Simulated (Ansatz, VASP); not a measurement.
**Sb in VASP and in Ansatz**

```xyz
4
Lattice="3.4114 0.0000 0.0000 -1.7057 2.9544 0.0000 0.0000 0.0000 11.5829" Properties=species:S:1:pos:R:3 pbc="T T T"
Sb    1.7057    2.9544    0.0000
Sb    1.7057    2.9544    5.7914
Sb    0.0000    1.9696    2.8957
Sb    1.7057    0.9848    8.6872
```

Alike in both runs: task single point; functional RPBE; k mesh 12 × 12 × 3; occupations fermi-dirac, width 0.1 eV; no spin polarisation.

```csv
,VASP,Ansatz
version,VASP 6.6.1,Ansatz 0.2.0
potentials or method,"VASP PAW PBE potentials, release 64 (Sb)","plane waves (420 eV) with PAW, scalar-relativistic"
plane-wave cutoff (eV),520,420
valence electrons in the cell,20,60
```

```csv
,VASP,Ansatz,Ansatz less VASP
pressure (GPa),-2.0,-1.9,+0.18
largest component of the traceless stress (GPa),0.08,0.09,+0.009
```

The functional is the same, so the differences come from potentials, cutoffs and numerics. The two sets of potentials don't hold the same shells in valence.

Caveats: the PAW data sets were made with another functional, which shifts forces and pressure a little (VASP). Spin-orbit coupling is left out, which matters for the levels of Sb.
